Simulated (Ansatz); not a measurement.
An input for Ansatz 0.2.0 (Ho):

File input.yaml:

```yaml
crystal:
  lattice:
    - [0.0, 2.390195335, 2.390195335]
    - [2.390195335, 0.0, 2.390195335]
    - [2.390195335, 2.390195335, 0.0]
  atoms:
    - { symbol: Ho, position: [0.0, 0.0, 0.0], spin: -2.72 }
hamiltonian:
  xc: blyp
  pseudopotentials: { kind: nc, accuracy: standard, xc_functional: pbesol }
  dispersion: d4
magnetization:
  spin_polarized: true
kpoints:
  mp_grid: { grid: [10, 10, 10] }
scf:
  occupations: { method: gaussian, width: 0.15 }
output:
  forces: true
  stress: true
  eigenvalues: true
```

Potentials or basis: PseudoDojo PBEsol.

Launch:

```sh
$ ansatz run input.yaml --threads 2 --pin off --max-ram 5120MiB --backend cpu --events-out ev --progress --plain --runs-dir out
```

Q: Does this run start?

A: The run stopped without a result. It printed:

Output:

```text
Error: no pseudopotential record for Ho at <dir> Nothing was run.
  By this build's list the table `kind: nc`, `accuracy: standard` of `hamiltonian.pseudopotentials` has no Ho in this build's library.
Fix: name a record of your own for Ho alone.
  For PBEsol this build's library has no other record for Ho that a `kind: nc` deck can take. What follows is what a deck of another `kind` or functional would find; either is another calculation.
  For PBE (`xc_functional: pbe` under `hamiltonian.pseudopotentials`) it has Ho under
    kind: nc       accuracy: lanthanide_3plus (`lanthanide_3plus` for 3+ ions alone)
    kind: paw      source: ansatz, or accuracy: standard or stringent (the limits of `source: ansatz`: that key's Limitations)
  To change Ho alone, name a record of the deck's `kind` under `hamiltonian.pseudopotentials.azcp`, as `Ho: <path>` (`python -m ansatz.pseudopotential add <file.upf> <file.azcp>` makes one from a UPF file).
  `python` is the interpreter of the environment that holds the engine's wheel, or a checkout's `.venv/bin/python`.
```
